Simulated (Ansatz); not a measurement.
# What MgI2 (model cell, started as fluorite) distorts into

Which phase does MgI2 (model cell, started as fluorite) fall into along its unstable mode, and how much energy does it gain?

Program: Ansatz 0.2.0. Level of theory: DFT PBEsol, scalar-relativistic, plane waves, PAW. Results are calculated unless marked as measured.

This is a report of a sequence of runs, with most program output left out.

The structure was built from a prototype and need not be the compound's stable phase.

## 1. The starting structure

The structure is cubic, space group Fm-3m (No. 225). The conventional cell has a = 7.415 Å, b = 7.415 Å, c = 7.415 Å, α = 90.00°, β = 90.00°, γ = 90.00°. Mg has 8 I at 3.21 Å nearest. I has 4 Mg at 3.21 Å nearest. Farther neighbours and most contacts between anions are not listed.

As a file:

```cif
data_structure
_symmetry_space_group_name_H-M 'P 1'
_symmetry_Int_Tables_number 1
_cell_length_a 5.2431
_cell_length_b 5.2431
_cell_length_c 5.2431
_cell_angle_alpha 60.000
_cell_angle_beta 60.000
_cell_angle_gamma 60.000
_cell_volume 101.92
loop_
_atom_site_label
_atom_site_type_symbol
_atom_site_fract_x
_atom_site_fract_y
_atom_site_fract_z
_atom_site_occupancy
Mg1 Mg 0.00000 0.00000 0.00000 1
I2 I 0.25000 0.25000 0.25000 1
I3 I 0.75000 0.75000 0.75000 1
```

## 2. Phonons on a q mesh

The cell comes from relaxations at this level that are not shown. Stability and thermal properties need the whole zone. Linear response on a 2×2×2 q mesh gives force constants as far as a supercell of that size would, and the tensors from the zone-centre run are typed in so that the long-range dipole term is interpolated apart.

input.yaml reads:

```yaml
crystal:
  lattice:
    - [0.0, 3.7074529804, 3.7074529804]
    - [3.7074529804, 0.0, 3.7074529804]
    - [3.7074529804, 3.7074529804, 0.0]
  atoms:
    - { symbol: Mg, position: [0.0, 0.0, 0.0] }
    - { symbol: I, position: [0.25, 0.25, 0.25] }
    - { symbol: I, position: [0.75, 0.75, 0.75] }
kpoints:
  mp_grid: { grid: [12, 12, 12] }
hamiltonian:
  xc: pbesol
scf:
  occupations: { method: fixed }
output:
  eigenvalues: true
phonons:
  method: dfpt
  qmesh: [2, 2, 2]
  temperatures: { t_max: 1000, t_step: 50 }
  qpath:
    path:
      - [[0.0, 0.0, 0.0], [0.5, 0.0, 0.5], [0.625, 0.25, 0.625]]
      - [[0.375, 0.375, 0.75], [0.0, 0.0, 0.0], [0.5, 0.5, 0.5], [0.5, 0.25, 0.75], [0.5, 0.0, 0.5]]
    npoints: 10
  non_analytic_term:
    high_frequency_dielectric_tensor: [[5.4922, 0.0, 0.0], [0.0, 5.4922, 0.0], [0.0, 0.0, 5.4922]]
    born_effective_charges:
      - { species: Mg, tensor: [[2.9083, 0.0, 0.0], [0.0, 2.9083, 0.0], [0.0, 0.0, 2.9083]] }
      - { species: I, tensor: [[-1.4541, 0.0, 0.0], [0.0, -1.4541, 0.0], [0.0, 0.0, -1.4541]] }
      - { species: I, tensor: [[-1.4541, 0.0, 0.0], [0.0, -1.4541, 0.0], [0.0, 0.0, -1.4541]] }
    source: "zone-centre run at this cell"
```

On the command line:

```console
> ansatz run input.yaml --threads 4 --pin off --max-ram 7168MiB --backend cpu --events-out ev --progress --plain --runs-dir out
```

Wall time 99 s (4 threads of Intel Xeon Platinum 8488C (Sapphire Rapids), shared host); peak memory 2.9 GiB.

This step gave:

```yaml
gap_on_the_k_mesh: 0.6402 eV
volume_per_atom: 33.97 Å³
sum_rule_residual_before_enforcement: 2.11e-5 eV/Å²
lowest_frequency_on_the_path: -96.03 cm⁻¹
point_group: m-3m
highest_frequency_on_the_path_or_at_a_solved_wavevector: 199.9 cm⁻¹
highest_optical_mode_at_the_zone_centre_no_lo_to_term: 84.32 cm⁻¹
lowest_optical_zone_centre_mode: 41.9 cm⁻¹
lowest_mode_on_the_q_mesh_acoustic_modes_at_gamma_apart: -96.03 cm⁻¹
```

Frequencies (cm⁻¹) solved at each irreducible wavevector; negative means imaginary. Frequencies by wavevector, by row:

```tsv
q in reciprocal lattice units	star	mode 1	mode 2	mode 3	mode 4	mode 5	mode 6	mode 7	mode 8	mode 9
0 0 0	1	0	0	0	41.9	41.9	41.9	84.3	84.3	84.3
0 0 -0.5	4	-45.9	-45.9	43.9	70.8	70.8	72.1	72.1	75.9	129.9
0 -0.5 -0.5	3	-96	-61.9	-61.9	-57.5	-57.5	103.8	103.8	116.4	199.9
```

Interpolated from a 2×2×2 q mesh, with the LO-TO term (at Γ the limit along the path; where Γ stands inside the path, tables give the limit on arrival). Phonon branches along the path, in cm⁻¹:

```tsv
point	branch 1	branch 2	branch 3	branch 4	branch 5	branch 6	branch 7	branch 8	branch 9
Γ	0	0	0	42	42	84	84	84	188
halfway	-61	-61	-34	-34	-20	85	98	98	188
X	-96	-62	-62	-58	-58	104	104	116	200
halfway	-93	-58	-57	-54	-44	102	103	116	189
U	-84	-43	-42	-42	37	98	101	116	158
jump to K	-84	-43	-42	-42	37	98	101	116	158
halfway	-46	-36	38	54	64	67	68	101	154
Γ	0	0	0	42	42	84	84	84	188
halfway	-14	-14	28	43	43	82	83	83	161
L	-46	-46	44	71	71	72	72	76	130
halfway	-55	-49	-44	62	65	86	96	105	126
W	-77	-76	-69	63	63	113	114	123	123
halfway	-90	-66	-64	-37	36	95	107	116	179
X	-96	-62	-62	-58	-58	104	104	116	200
```

Symmetry leaves 3 wavevectors to solve. The lowest mode among them, the acoustic zeros apart, lies at q = (0, -0.5, -0.5) and is imaginary, 96.0i cm⁻¹, so the energy falls along it.

## 3. The mode frozen in, largest atomic shift 0 Å

The mode followed lies at q = (0, -0.5, -0.5) with frequency 96.0i cm⁻¹, the softest among the wavevectors solved. At small amplitude the distorted cell has space group no. 137 by a symmetry search on the positions. The undistorted cell that holds it gives the zero of energy on the same k mesh.

System of this step: MgI2 (model cell, started as fluorite). Symmetry: Fm-3m, No. 225, cubic system. Conventional cell: a = 7.415 Å, b = 7.415 Å, c = 7.415 Å, α = 90.00°, β = 90.00°, γ = 90.00°. Nearest to Mg lie 8 I at 3.21 Å. Nearest to I lie 4 Mg at 3.21 Å. Farther neighbours and most contacts between anions are not listed.

input.yaml reads:

```yaml
crystal:
  lattice:
    - [0.0, -3.7074529804, -3.7074529804]
    - [0.0, 3.7074529804, -3.7074529804]
    - [7.4149059608, 0.0, 0.0]
  atoms:
    - { symbol: Mg, position: [0.5, 0.5, 0.5] }
    - { symbol: Mg, position: [0.0, 0.0, 0.0] }
    - { symbol: I, position: [0.0, 0.5, 0.75] }
    - { symbol: I, position: [0.5, 0.0, 0.25] }
    - { symbol: I, position: [0.0, 0.5, 0.25] }
    - { symbol: I, position: [0.5, 0.0, 0.75] }
kpoints:
  mp_grid: { grid: [6, 6, 4] }
hamiltonian:
  xc: pbesol
scf:
  occupations: { method: gaussian, width: 0.02 }
output:
  forces: true
  stress: true
  eigenvalues: true
```

The job ended after 2.9 s (4 threads; peak memory 0.71 GiB).

Numbers from this step:

```yaml
pressure: 0.005239 GPa
gap_on_the_k_mesh: 0.6393 eV
energy_from_the_undistorted_cell: 0 meV/atom
```

At this level the gap is 0.64 eV on the k-mesh of the self-consistent run, which can miss the band edges.

## 4. The mode frozen in, largest atomic shift 0.6 Å

The atoms are moved along the unstable eigenvector, the largest shift by 0.6 Å, with the cell fixed.

input.yaml, the sections that differ from step 3:

```yaml
crystal:
  lattice:
    - [0.0, -3.7074529804, -3.7074529804]
    - [0.0, 3.7074529804, -3.7074529804]
    - [7.4149059608, 0.0, 0.0]
  atoms:
    - { symbol: Mg, position: [0.5, 0.5, 0.5] }
    - { symbol: Mg, position: [0.0, 0.0, 0.0] }
    - { symbol: I, position: [0.0, 0.5, 0.8309180862] }
    - { symbol: I, position: [0.5, 0.0, 0.1690819138] }
    - { symbol: I, position: [0.0, 0.5, 0.3309180862] }
    - { symbol: I, position: [0.5, 0.0, 0.6690819138] }
# kpoints, hamiltonian, scf, output: as in step 3
```

The job ended after 3 s (4 threads; peak memory 0.71 GiB).

This step gave:

| Quantity | Value |
| --- | --- |
| pressure | -0.3614 GPa |
| gap on the k-mesh | 1.355 eV |
| energy from the undistorted cell | -169.7 meV/atom |

The energy, extrapolated to zero smearing, is -169.68 meV/atom against the undistorted cell.

The run ends at a pressure of -0.36 GPa, with forces up to 0.17 eV/Å.

## 5. Energy along the mode, all amplitudes (two of the runs are shown above)

An imaginary frequency means negative curvature, so the energy should fall and then rise again as anharmonic terms take over.

This step gave:

* depth at the lowest point sampled: 169.7 meV/atom
* largest atomic shift at that point: 0.6 Å

The energy from the parent by largest atomic shift:

```tsv
largest atomic shift (Å)	energy from the parent (meV/atom)
0.000	0
0.040	-2.28
0.080	-8.82
0.140	-25.0
0.220	-53.9
0.320	-93.5
0.450	-139
0.600	-170
```

Displacement at unit largest shift by atom:

```tsv
atom	x (Å)	y (Å)	z (Å)	size
Mg1	0.00	0.00	0.00	0.00
Mg2	0.00	0.00	0.00	0.00
I3	1.00	0.00	0.00	1.00
I4	-1.00	0.00	0.00	1.00
I5	1.00	0.00	0.00	1.00
I6	-1.00	0.00	0.00	1.00
```

The lowest of the steps tried is the last one, at 0.6 Å, 170 meV/atom below the parent; the bottom of the well need not coincide with a step.

## 6. Relaxation from the frozen mode

Starting from the lowest point found, all atoms and the cell are let go, so that strain and other modes of the same symmetry can join in.

Edit input.yaml of step 4 so:

```diff
@@ -17,3 +17,3 @@
 scf:
-  occupations: { method: gaussian, width: 0.02 }
+  occupations: { method: fixed }
 output:
@@ -22 +22,6 @@
   eigenvalues: true
+relax:
+  adjacent_minimum: "off"
+  f_tol: 0.002
+  max_steps: 120
+  cell: { stress_tol: 0.03 }
```

The job ended after 1.8 min (4 threads; peak memory 0.85 GiB).

Relaxation path (22 of 31):

```tsv
step	energy less that of the first step (eV)	largest force component (eV/Å)	pressure (GPa)	volume (Å³)
1	0.0000	0.1715	-0.36	203.84
2	-0.3014	0.1806	-0.25	203.80
4	-0.5076	0.0583	0.16	208.99
5	-0.5379	0.0464	0.21	209.50
7	-0.5414	0.0004	0.00	212.03
8*	-0.5660	0.0001	0.24	212.03
10	-0.6228	0.0069	0.15	219.03
11	-0.6569	0.0136	0.15	222.06
12	-0.6903	0.0178	0.11	224.54
14	-0.7153	0.0008	-0.02	225.19
15	-0.7154	0.0021	0.04	224.61
17	-0.7154	0.0001	0.00	225.14
18*	-0.7609	0.0005	0.36	225.14
20	-0.8515	0.0032	0.24	229.49
21	-0.8880	0.0043	0.18	231.36
22	-0.9121	0.0067	0.10	233.87
24	-0.9188	0.0013	0.01	235.34
25*	-0.9313	0.0010	0.13	235.34
27	-0.9409	0.0018	0.01	240.62
28	-0.9410	0.0028	0.01	241.81
30	-0.9410	0.0001	0.00	241.87
31*	-0.9415	0.0001	0.00	241.87
```

Relaxation steps marked * repeat the geometry before them on a plane-wave basis chosen anew for their cell, so energy and pressure can jump there. Other such steps can lie between the rows shown.

Forces are held to the 16 operations that the run works with; a distortion that breaks them can't arise in this run.

```tsv
cell as run	before	after	change
a (Å)	5.243	4.311	-17.8 %
b (Å)	5.243	4.311	-17.8 %
c (Å)	7.415	13.012	+75.5 %
volume (Å³/atom)	33.97	40.31	+18.7 %
```

The atoms that moved most (Å, as changes of fractional coordinates times the final cell):

```tsv
atom	dx	dy	dz	length
I6	-0.507	0.000	0.000	0.507
I5	0.507	0.000	0.000	0.507
I4	-0.507	0.000	0.000	0.507
I3	0.507	0.000	0.000	0.507
```

Final coordinates:

```xyz
6
Lattice="0.0000 -3.0487 -3.0487 0.0000 3.0487 -3.0487 13.0119 0.0000 0.0000" Properties=species:S:1:pos:R:3 pbc="T T T"
Mg    6.5059    0.0000   -3.0487
Mg    0.0000    0.0000    0.0000
I    11.3191    1.5243   -1.5243
I     1.6928   -1.5243   -1.5243
I     4.8131    1.5243   -1.5243
I     8.1988   -1.5243   -1.5243
```

Numbers from this step:

- pressure: -0.001808 GPa
- gap on the k-mesh: 3.179 eV
- volume per atom: 40.31 Å³

The distorted start has space group P4_2/nmc; the relaxation ends in P4_2/nmc.

## 7. The new phase in its own primitive cell

The relaxed structure is symmetrised, reduced to its primitive cell and relaxed tightly, as its phonons need.

input.yaml reads:

```yaml
crystal:
  lattice:
    - [4.311464733, 0.0, 0.0]
    - [0.0, 4.311464733, 0.0]
    - [0.0, 0.0, 13.0118907823]
  atoms:
    - { symbol: Mg, position: [0.5, 0.5, 0.5] }
    - { symbol: Mg, position: [0.0, 0.0, 0.0] }
    - { symbol: I, position: [0.0, 0.5, 0.8699026558] }
    - { symbol: I, position: [0.5, 0.0, 0.1300973442] }
    - { symbol: I, position: [0.0, 0.5, 0.3699026558] }
    - { symbol: I, position: [0.5, 0.0, 0.6300973442] }
kpoints:
  mp_grid: { grid: [6, 6, 2] }
hamiltonian:
  xc: pbesol
scf:
  occupations: { method: fixed }
output:
  forces: true
  stress: true
  eigenvalues: true
relax:
  adjacent_minimum: "off"
  f_tol: 0.001
  max_steps: 60
  cell: { stress_tol: 0.01 }
```

Wall time 6.1 s (4 threads); peak memory 0.77 GiB; 23 s of CPU time.

Little changed from the start: no atom moved by 0.005 Å and no cell edge by 0.1 %.

Numbers from this step:

| Item | Value |
| --- | --- |
| pressure | -0.001772 GPa |
| direct gap on mesh | 3.225 eV |

The largest force component left is 0.059 meV/Å and the pressure is -0.002 GPa, within the tolerances set. The cell now holds 40.31 Å³/atom.

## 8. Results

| Property | Result |
| --- | --- |
| unstable mode of the parent | q = (0, -0.5, -0.5), 96i cm⁻¹ |
| depth at the lowest point sampled | 170 meV/atom |
| largest atomic shift at that point | 0.6 Å |
| space group reached (within 0.01 Å) | P4_2/nmc |
| energy gained over the parent (first relaxation, on the mesh of the frozen mode) | 327 meV/atom |
| volume per atom, phase reached | 40.3 Å³ |
| gap on the k-mesh, phase reached | 3.18 eV |

Along this mode the structure falls into P4_2/nmc, 327 meV/atom below the parent. At the parent's cell the well is 169.7 meV/atom deep on the steps tried, with its lowest point at a shift of 0.6 Å. That is the last step tried, so the steps alone don't bracket the bottom of the well. Relaxing atoms and cell changes the gain by +156.92 meV/atom against the lowest step (energies at zero smearing). The modes of the phase reached were not computed on this path. Of the 4 patterns followed to their end from this parent, this one ends 22.5 meV/atom above the lowest, Pnnm. Each path keeps the symmetry of its pattern, so a lower phase may lie along a pattern not tried. The program warns that the interpolation holds no quadrupole term, so branches close to Γ can be off in this crystal. Spin-orbit coupling is left out, which can matter for the heavy elements here. The starting cell was built on a prototype and not taken from a measurement, so the phase need not exist.

[Logs are printed without paths, hosts, clocks, repeated set-up lines and the standing remarks that a program may print on its own settings, such as how far it seeks lower states.]

[Hosts, paths, dates, database ids (printed as entryN), source tags and the programs' standing remarks are cut or masked in the printed files.]
